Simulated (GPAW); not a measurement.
Runs of GPAW 26.7.0 on Zr. Symmetry: P6_3/mmc, No. 194, hexagonal system. The conventional cell has a = 3.232 Å, b = 3.232 Å, c = 5.147 Å, α = 90.00°, β = 90.00°, γ = 120.00°. Zr (site symmetry -6m2) is surrounded by 12 Zr at 3.18 to 3.23 Å. 

```tsv
task	level	potentials or basis	spin	cell	k mesh	smearing	band path	band points	spin axis theta (degrees)	spin axis phi (degrees)	soc after scf	gap on the mesh (eV)	pressure (GPa)	relaxed volume (Å³/atom)
single point	PBE	GPAW PAW data sets (gpaw-data 1.2.1), pw	off	as given	9 × 9 × 5	gaussian 0.027 eV	-	-	-	-	-	none	0.2	-
band structure	PBE	PAW data sets generated in the run's folder for this functional, pw	off	as given	7 × 7 × 4	fermi-dirac 0.05 eV	GMKGALHA,LM,KH	80	-	-	-	-	0.2	-
relaxation of cell and atoms	BLYP	PAW data sets generated in the run's folder for this functional, pw	off	relaxed	7 × 7 × 4	fermi-dirac 0.05 eV	-	-	-	-	-	none	0.0	24.10
single point	PBE	GPAW PAW data sets (gpaw-data 1.2.1), pw	off	as given	9 × 9 × 5	gaussian 0.028 eV	-	-	-	-	-	none	0.2	-
single point	PBE	GPAW PAW data sets (gpaw-data 1.2.1), pw	off	as given	9 × 9 × 5	gaussian 0.024 eV	-	-	-	-	-	none	0.2	-
band structure	BLYP	PAW data sets generated in the run's folder for this functional, pw	off	as given	9 × 9 × 5	fermi-dirac 0.05 eV	GMKGALHA,LM,KH	80	-	-	-	-	3.2	-
relaxation of cell and atoms	BLYP+D3(BJ)	PAW data sets generated in the run's folder for this functional, pw	off	relaxed	9 × 9 × 5	fermi-dirac 0.05 eV	-	-	-	-	-	none	-0.2	(a)
relaxation of cell and atoms	PBEsol+D3	PAW data sets generated in the run's folder for this functional, pw	off	relaxed	8 × 8 × 5	fermi-dirac 0.05 eV	-	-	-	-	-	none	-0.1	(b)
band structure	PBE	GPAW PAW data sets (gpaw-data 1.2.1), pw	off	as given	9 × 9 × 5	fermi-dirac 0.05 eV	GMKGALHA,LM,KH	80	-	-	-	-	0.1	-
relaxation of cell and atoms	PBEsol+D3(BJ)+ATM	PAW data sets generated in the run's folder for this functional, pw	off	relaxed	8 × 8 × 5	fermi-dirac 0.05 eV	-	-	-	-	-	none	-0.1	21.60
relaxation of cell and atoms	RPBE+D3(BJ)	the program's PAW data sets (release 1.2.1) made for this functional, pw	off	relaxed	9 × 9 × 5	fermi-dirac 0.05 eV	-	-	-	-	-	none	0.0	17.34
```

Alike in all rows: cutoff (eV) 600.

**Question.** Estimate the missing entries.

**Answer.** (a) 21.76; (b) 21.71.

Caveats: later steps reuse the first step's grids (some runs); pairwise dispersion overbinds metals, which lowers pressure and volume (some runs); the volume moved by over 15 % at a fixed basis, so the end points are rough (some runs); the volume moved by -26 % from the deposited cell, more than functionals usually miss (some runs).

A k mesh can miss the band edges, and the runs leave out spin-orbit coupling on Zr.

A gap of «none» marks a metal or a gap under the smearing width.

Not every run made on this cell is shown here.
